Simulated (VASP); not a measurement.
Wanted: the native input for a VASP 6.6.1 run.

| Property | Result |
| --- | --- |
| Task | single point |
| Functional | BLYP |
| Dispersion | D3 |
| Potentials or basis | VASP PAW PBE potentials, release 64 (Zn, Cu_pv) |
| Cutoff | 520 eV |
| k mesh | 9 × 9 × 9 |
| Occupations | methfessel-paxton, width 0.2 eV |
| Spin | no spin polarisation |
| Further INCAR settings | ALGO = Fast; EDIFF = 1e-06; NBANDS = 22 |

The structure of ZnCu lies in POSCAR:

```
ZnCu
1.0
    2.9450000000      0.0000000000      0.0000000000
    0.0000000000      2.9450000000      0.0000000000
    0.0000000000      0.0000000000      2.9450000000
Zn Cu
1 1
Cartesian
    1.4732244700      1.4526035800      1.4804603350
    0.0056602900      0.0137826000      0.0205384300
```

The cell isn't the ideal one: atoms moved at random, drawn with an rms of 0.02 Å.

One way to write it, as run:

INCAR

```
AGGAC = 1.0
AGGAX = 1.0
ALDAC = 0.0
ALDAX = 1.0
ALGO = Fast
EDIFF = 1E-6
ENCUT = 520
GGA = B5
ISIF = 2
ISMEAR = 1
IVDW = 11
LASPH = True
LCHARG = False
LREAL = False
LWAVE = False
NBANDS = 22
NELM = 100
PREC = Accurate
SIGMA = 0.2
VDW_S6 = 1.0
VDW_S8 = 1.682
VDW_SR = 1.094
VDW_SR8 = 1.0
```

KPOINTS

```
k-points
0
Gamma
  9 9 9
```

Potentials or basis: VASP PAW PBE potentials, release 64 (Zn, Cu_pv).

Command:

```bash
$ cat potpaw_PBE.64/Zn/POTCAR potpaw_PBE.64/Cu_pv/POTCAR > POTCAR
$ mpirun -np 1 vasp_std > vasp.out
```

Results of the run:

The pressure is -4.8 GPa. The largest force is 0.151 eV/Å and the band gap on the k mesh is none (metal or under the smearing width). The dispersion energy per atom is -0.788 eV.

Caveat: the PAW data sets were made with another functional, which shifts forces and pressure a little; pairwise dispersion overbinds metals, which lowers pressure and volume.

Run time: 55 s on 1 thread of Intel(R) Xeon(R) 6975P-C (Granite Rapids), on a shared host, peak memory 0.3 GiB.
